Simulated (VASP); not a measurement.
Input of a VASP 6.6.1 run:

Contents of INCAR:

```
SYSTEM = Cu
ALGO = Normal ; EDIFF = 1E-7
EDIFFG = -0.002 ; ENCUT = 520
GGA = PE ; IBRION = 2
ISIF = 3 ; ISMEAR = 0
LASPH = .TRUE. ; LCHARG = .FALSE.
LREAL = .FALSE. ; LWAVE = .FALSE.
NELM = 100 ; NSW = 80
PREC = Accurate ; SIGMA = 0.1
```

Contents of KPOINTS:

```
k-points
0
G
  6 6 6
  0 0 0
```

POSCAR

```
Cu
1.0
    0.0000000000      1.7909550000      1.7909550000
    1.7909550000      0.0000000000      1.7909550000
    1.7909550000      1.7909550000      0.0000000000
Cu
1
Direct
    0.0000000000      0.0000000000      0.0000000000
```

Potentials or basis: VASP PAW PBE potentials, release 64 (Cu).

Run with:

```console
$ cat potpaw_PBE.64/Cu/POTCAR > POTCAR
$ mpirun -np 1 vasp_std > vasp.out
```

**Question.** Estimate the space group after relaxing (to 0.05 Å).

**Answer.** Fm-3m (No. 225).

**Question.** Estimate the band gap on the k mesh.

**Answer.** None (metal or under the smearing width).

**Question.** Estimate the relaxed volume.

**Answer.** 12.08 Å³/atom.

Step by step:
```tsv
step	energy change (eV)	largest force (eV/Å)	pressure (GPa)	volume (Å³)
1	0.0000	0.0000	7.97	11.49
2	-0.0091	0.0000	-4.02	12.47
3	-0.0140	0.0000	0.01	12.08
```

Caveat: the k mesh is coarse (spacing up to 0.51 Å⁻¹), so the values aren't converged. PBE usually gives volumes a little too large and moduli too small.
